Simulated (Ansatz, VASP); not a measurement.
# Ti4H: VASP beside Ansatz

```
CELL_PARAMETERS angstrom
3.25534 0.00000 0.00000
0.00000 3.25534 0.00000
0.00000 0.00000 20.17937
ATOMIC_POSITIONS crystal
Ti 0.50000 0.50000 0.19822
Ti 0.00000 0.00000 0.27888
Ti 0.50000 0.50000 0.35519
Ti 0.00000 0.00000 0.43011
H 0.00000 0.12500 0.51389
```

Alike in both runs: functional PBE; k mesh 8 × 8 × 1; occupations gaussian, width 0.1 eV; no spin polarisation.

Ansatz relaxed the structure, and its values are those at the end. VASP's run is a single point on that final structure, the one shown.

|  | VASP | Ansatz |
| --- | --- | --- |
| version | VASP 6.6.1 | Ansatz 0.2.0 |
| potentials or method | VASP PAW PBE potentials, release 64 (Ti_sv, H) | scalar-relativistic, plane waves, PAW |
| plane-wave cutoff (eV) | 520 | 420 |
| valence electrons in the cell | 49 | 49 |

VASP gave:

| Property | Result |
| --- | --- |
| gap on the k mesh at the Fermi level (eV) | none |
| rms of the force components (eV/Å) | 0.383 |

Q: Which values does Ansatz return?

A: gap on the k mesh at the Fermi level (eV): none; rms of the force components (eV/Å): 0.384.

A gap of «none» marks a metal or a gap that the smearing closes. Ansatz warned: «vacuum_below_fermi».
